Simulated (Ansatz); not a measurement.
**ZnAu: one candidate structure**

Where does ZnAu go from the start given, FeSi (B20) type (P2_13, No. 198)?

Computed with Ansatz 0.2.0 (DFT PBE, scalar-relativistic, plane waves, PAW, unless a step's input says otherwise).

### Step 1. The system as given

The structure is cubic, space group P2_13 (No. 198). Conventional cell: a = 4.935 Å, b = 4.935 Å, c = 4.935 Å, α = 90.00°, β = 90.00°, γ = 90.00°. Zn (site symmetry 3) is surrounded by 7 Au at 2.47 to 2.78 Å. Around Au (site symmetry 3) lie 7 Zn at 2.47 to 2.78 Å.

Coordinates:

```cif
data_structure
_symmetry_space_group_name_H-M 'P 1'
_symmetry_Int_Tables_number 1
_cell_length_a 4.9353
_cell_length_b 4.9353
_cell_length_c 4.9353
_cell_angle_alpha 90.000
_cell_angle_beta 90.000
_cell_angle_gamma 90.000
_cell_volume 120.21
loop_
_atom_site_label
_atom_site_type_symbol
_atom_site_fract_x
_atom_site_fract_y
_atom_site_fract_z
_atom_site_occupancy
Zn1 Zn 0.13400 0.13400 0.13400 1
Zn2 Zn 0.36600 0.86600 0.63400 1
Zn3 Zn 0.63400 0.36600 0.86600 1
Zn4 Zn 0.86600 0.63400 0.36600 1
Au1 Au 0.84450 0.84450 0.84450 1
Au2 Au 0.65550 0.15550 0.34450 1
Au3 Au 0.34450 0.65550 0.15550 1
Au4 Au 0.15550 0.34450 0.65550 1
```

(A quick probe on a coarse mesh, which set the mesh and smearing, is not shown.)

### Step 3. Coarse relaxation

input.yaml

```yaml
crystal:
  lattice:
    - [4.9353051241, 0.0, 0.0]
    - [0.0, 4.9353051241, 0.0]
    - [0.0, 0.0, 4.9353051241]
  atoms:
    - { symbol: Zn, position: [0.134, 0.134, 0.134] }
    - { symbol: Zn, position: [0.366, 0.866, 0.634] }
    - { symbol: Zn, position: [0.634, 0.366, 0.866] }
    - { symbol: Zn, position: [0.866, 0.634, 0.366] }
    - { symbol: Au, position: [0.8445, 0.8445, 0.8445] }
    - { symbol: Au, position: [0.6555, 0.1555, 0.3445] }
    - { symbol: Au, position: [0.3445, 0.6555, 0.1555] }
    - { symbol: Au, position: [0.1555, 0.3445, 0.6555] }
basis:
  ecutwfc: 420
kpoints:
  mp_grid: { grid: [4, 4, 4] }
hamiltonian:
  xc: pbe
scf:
  occupations: { method: gaussian, width: 0.1 }
  lower_state_search: "off"
output:
  forces: true
  stress: true
  eigenvalues: true
relax:
  adjacent_minimum: "off"
  f_tol: 0.04
  max_steps: 70
  cell: { stress_tol: 0.4 }
```

The run is started by

```bash
$ ansatz run input.yaml --threads 1 --pin off --max-ram 2560MiB --backend cpu --events-out ev --progress --plain --runs-dir out
```

Further runs follow: the relaxation.

Q: Predict the outcome of this session.

As calculated:

Formation energies count from the elements, computed with the same settings in runs not shown here.

| quantity | value |
| --- | --- |
| cell | a = 5.088 Å, b = 5.088 Å, c = 5.088 Å, α = 90.00°, β = 90.00°, γ = 90.00° |
| space group | P2_13 (No. 198) |
| volume | 16.46 Å³/atom |
| gap on the mesh | none (metal) |
| formation energy from the elements | -0.224 eV/atom |

In words: The space group stayed P2_13, and from the first guess the volume went from 15.03 to 16.46 Å³/atom. With -0.22 eV/atom it lies under the elements, which doesn't yet make it stable against other compounds of them. Spin-orbit coupling is left out for Au.
